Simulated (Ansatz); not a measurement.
## P: one atom moved over a plane

All numbers below come from DFT PBEsol, scalar-relativistic, plane waves, PAW in Ansatz 0.2.0. Cutoff 420 eV, Γ-centred 18×18×18 k-points, Gaussian smearing of 0.15 eV. No spin polarisation. Energies are free energies at this smearing, counted from the undisturbed cell; pressure is positive in compression.

The starting cell (as given, not relaxed at this level; it stands at -0.8 GPa; this form isn't the usual structure):

```
P
1.0
    -1.69151    2.51517    1.85894
     1.69151   -2.51517    1.85894
     1.69151    2.51517   -1.85894
P
2
Cartesian
  0.0000 3.7727 0.1982
  1.6915 -1.2576 1.6607
```

Atom 1 (P) is moved by p along (0.707, 0.707, 0.000) and q along (0.000, 0.000, 1.000) (Å), all else fixed. Points are written (p, q).

p was sampled at -0.300, -0.150, 0.000, 0.150, 0.300 and q at -0.300, -0.150, 0.000, 0.150, 0.300.

Question: Where on the computed points is the energy highest, and how high?

Answer: At (-0.300, 0.300), (0.300, 0.300): 1.08 eV/cell.

Question: Away from (0, 0), which computed point is lowest?

Answer: (0.000, -0.150): 0.03 eV/cell.

The map, in eV/cell:

| p \ q | -0.300 | -0.150 | 0.000 | 0.150 | 0.300 |
| --- | --- | --- | --- | --- | --- |
| -0.300 | 0.09 | 0.10 | 0.21 | 0.52 | 1.08 |
| -0.150 | 0.10 | 0.04 | 0.05 | 0.27 | 0.75 |
| 0.000 | 0.13 | 0.03 | 0.00 | 0.18 | 0.64 |
| 0.150 | 0.10 | 0.04 | 0.05 | 0.27 | 0.75 |
| 0.300 | 0.09 | 0.10 | 0.21 | 0.52 | 1.08 |